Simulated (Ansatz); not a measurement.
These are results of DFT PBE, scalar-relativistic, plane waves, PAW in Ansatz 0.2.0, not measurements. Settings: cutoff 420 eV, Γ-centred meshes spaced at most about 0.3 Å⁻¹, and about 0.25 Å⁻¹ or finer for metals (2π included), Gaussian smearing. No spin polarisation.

All energies are static (0 K, no zero-point motion).

Two forms of BiTe₄ were relaxed alike.

A.

```yaml
crystal:
  lattice:
    - [5.69148, 0.00000, 0.00000]
    - [0.00000, 5.69148, 0.00000]
    - [0.00000, 0.00000, 5.69148]
  atoms:
    - { symbol: Bi, position: [0.00000, 0.00000, 0.00000] }
    - { symbol: Te, position: [0.30197, 0.30197, 0.30197] }
    - { symbol: Te, position: [0.69803, 0.69803, 0.30197] }
    - { symbol: Te, position: [0.30197, 0.69803, 0.69803] }
    - { symbol: Te, position: [0.69803, 0.30197, 0.69803] }
```

B.

```yaml
crystal:
  lattice:
    - [4.07727, -4.72052, 0.00000]
    - [4.07727, 4.72052, 0.00000]
    - [0.00000, 0.00000, 4.53552]
  atoms:
    - { symbol: Bi, position: [0.00000, 0.00000, 0.00000] }
    - { symbol: Te, position: [0.72809, 0.72809, 0.50000] }
    - { symbol: Te, position: [0.27191, 0.27191, 0.50000] }
    - { symbol: Te, position: [0.66288, 0.33712, 0.00000] }
    - { symbol: Te, position: [0.33712, 0.66288, 0.00000] }
```

Problem. Which is lower in energy, and by how much?

Solution. B is lower, by 131 meV/atom. A has space group P-43m (No. 215), 36.9 Å³/atom and no gap on its mesh; B has space group Cmmm (No. 65), 34.9 Å³/atom and no gap. Counting Te atoms around Bi (those within 1.25 times the shortest such distance or 1.15 times the sum of covalent radii), A has Bi 4 and B has Bi 6. The denser one is the lower, and pressure would at first widen the difference. Even the lower one lies +0.23 eV/atom against the reference forms of the elements (uncorrected), so neither is stable at this level. In A, around Bi lie 4 Te at 2.98 Å; Te has 1 Bi at 2.98 Å and 3 Te at 3.19 Å. In B, Bi has 6 Te at 3.17–3.18 Å; Te on a site of symmetry 2mm has 2 Bi at 3.17 Å, 4 Te at 3.31 Å and 1 Te at 3.72 Å; Te on a site of symmetry m2m has 1 Te at 3.08 Å, 1 Bi at 3.18 Å and 4 Te at 3.31 Å. Both come from invented guesses. The lowest form computed isn't among them: it has space group I4/mmm (No. 139), 35.3 Å³/atom and lies 28 meV/atom below the best shown.

These runs have no spin–orbit coupling, which can matter for Bi and Te. In P-43m, Cmmm an odd number of electrons in the primitive cell allows no gap without spin; a larger cell or a magnetic state could open one. Cells relaxed within their symmetry can be saddle points. Some types were kept out of the candidates beforehand, so the set may lack a known form.

B's advantage over A probably reflects the bonding preferences of heavy p-block elements. The Bi 6s pair is deep and hybridises poorly, so the tetrahedral coordination in A is unfavourable. The nearly regular octahedron in B suits bonding through the three mutually perpendicular p orbitals, with electrons shared across opposite bonds. Its Bi–Te contacts are longer but more numerous, as expected for such multicentre bonding. The Te network changes too, so the energy difference can't be assigned to Bi alone.

Neither form has a Te–Te contact as short as the normal single bond in the chains of elemental tellurium. Trivalent Bi would leave the four Te atoms sharing three extra electrons, which suggests partly filled, delocalised Te p states and weakened Te–Te bonding. Losing the strong chain bonds probably contributes to the positive energy against the elements. Since Bi₂Te₃ is itself bound relative to the elements, separation into Bi₂Te₃ and tellurium should be more favourable still, in keeping with the telluride's known chemistry.
